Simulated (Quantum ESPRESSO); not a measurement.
## Ge under changes of volume

One of the cells (22.833 Å³/atom); the others are scaled copies at fixed shape and fractional positions:

```
Ge
1.0
     3.99759    0.00000    0.00000
    -1.99879    3.46201    0.00000
     0.00000    0.00000    6.59938
Ge
4
Direct
  0.33333 0.66667 0.93710
  0.66667 0.33333 0.43710
  0.33333 0.66667 0.56290
  0.66667 0.33333 0.06290
```

This isn't the form of Ge at room conditions, which is diamond.

```yaml
Program: Quantum ESPRESSO 7.5
Functional: PBE
Potentials_or_basis: SSSP 1.3 efficiency PBE
Cutoff: 748 eV
Density_cutoff: 5987 eV
k_mesh: 8 × 8 × 4
Occupations: fermi-dirac, width 0.05 eV
Spin: no spin polarisation
```

| volume (Å³/atom) | energy over the lowest point (meV/atom) | pressure (GPa) | largest force (eV/Å) |
| --- | --- | --- | --- |
| 21.463 | 53.74 | 8.0 | 0.032 |
| 21.920 | 33.76 | 6.1 | 0.023 |
| 22.377 | ? | ? | ? |
| 22.833 | 8.74 | 2.9 | 0.013 |
| 23.290 | 2.50 | 1.5 | 0.008 |
| 23.747 | 0.00 | 0.3 | 0.000 |
| 24.203 | 0.84 | -0.8 | 0.008 |

**Question.** What does the run at 22.377 Å³/atom give?

**Answer.** Energy over the lowest point 18.99 meV/atom; pressure 4.4 GPa; largest force 0.016 eV/Å.

Worked out: A Birch-Murnaghan fit of order 3 (a polynomial in V^(-2/3)) to the other rows has its minimum at 23.86 Å³/atom with B0 = V·E''(V) = 59 GPa and B' = 4.6 at fixed shape and positions, which overstates the stiffness. It gives 18.95 meV/atom at 22.377 Å³/atom, against the run's 18.99, and -dE/dV = 4.4 GPa, against 4.4.

Energies are extrapolated to zero smearing.
